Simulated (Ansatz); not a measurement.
# W under changes of volume

One of the cells (16.731 Å³/atom); the others are scaled copies at fixed shape and fractional positions:

```
W
1.0
     0.00000    2.03000    2.03000
     2.03000    0.00000    2.03000
     2.03000    2.03000    0.00000
W
1
Direct
  0.00000 0.00000 0.00000
```

This isn't the form of W at room conditions, which is bcc.

| Item | Value |
| --- | --- |
| Program | Ansatz 0.2.0 |
| Functional | PBE |
| Potentials or basis | Ansatz PAW |
| Cutoff | 420 eV (not typed: the program's choice for these potentials) |
| k mesh | 11 × 11 × 11 |
| Occupations | fermi-dirac, width 0.05 eV |
| Spin | no spin polarisation |

```tsv
volume (Å³/atom)	energy over the lowest point (meV/atom)	pressure (GPa)
15.727	30.74	14.4
16.062	8.30	7.3
16.396	0.00	0.9
16.731	4.41	-4.8
17.065	20.20	-10.0
17.400	?	?
17.735	81.18	-18.6
```

**Question.** What does the run at 17.400 Å³/atom give?

**Answer.** Energy over the lowest point 46.15 meV/atom; pressure -14.5 GPa.

Worked out: A Birch-Murnaghan fit of order 3 (a polynomial in V^(-2/3)) to the other rows has its minimum at 16.44 Å³/atom with B0 = V·E''(V) = 294 GPa and B' = 4.5. It gives 46.12 meV/atom at 17.400 Å³/atom, against the run's 46.15, and -dE/dV = -14.7 GPa, against -14.5.

Energies are extrapolated to zero smearing.
